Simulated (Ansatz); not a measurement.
ZnTe (zinc blende)

```yaml
crystal:
  lattice:
    - [0.00000, 3.03291, 3.03291]
    - [3.03291, 0.00000, 3.03291]
    - [3.03291, 3.03291, 0.00000]
  atoms:
    - { symbol: Te, position: [0.75000, 0.75000, 0.75000] }
    - { symbol: Zn, position: [0.00000, 0.00000, 0.00000] }
```

Equation-of-state scan: isotropic scaling of the cell above, V₀ being its volume. Symmetry pins the atoms to their sites.

These are PBEsol (plane waves to 420 eV, PAW, scalar-relativistic; Ansatz, a quantum-chemistry and plane-wave program) values and carry that method's errors. k mesh 9×9×9 (Γ-centred), Fermi-Dirac smearing 0.05 eV. Energies are smeared free energies. Spin-orbit coupling is left out, though Te is heavy. The PAW data are Ansatz's earlier set. ZnTe was relaxed with its symmetry unable to fall. The zero of ΔE is the relaxed starting cell.

| V (Å³/atom) | ΔE (meV/atom) |
|---|---|
| 23.435 | 155.9 |
| 24.179 | 102.1 |
| 24.923 | 61.8 |
| 25.667 | 32.9 |
| 26.411 | 13.9 |
| 27.154 | 3.3 |
| 27.898 | 0.0 |
| 28.643 | 2.9 |
| 29.386 | 11.3 |
| 30.130 | 24.2 |
| 30.874 | 41.1 |
| 31.618 | 61.4 |
| 32.362 | 84.6 |

**Question.** What is the fitted pressure derivative B₀′?

**Answer.** 4.7.

**Question.** What bulk modulus B₀ follows from a third-order Birch-Murnaghan fit?

**Answer.** 50.3 GPa. Check by three points about V = 27.898 Å³/atom, step 0.744: d²E/dV² ≈ (3.3 − 2·0.0 + 2.9) meV / 0.744² = 0.0112 eV/Å⁶, and V·d²E/dV² × 160.2 = 50.1 GPa.

(Under strain, the slope of the energy per volume gives the stress and its curvature an elastic modulus.)
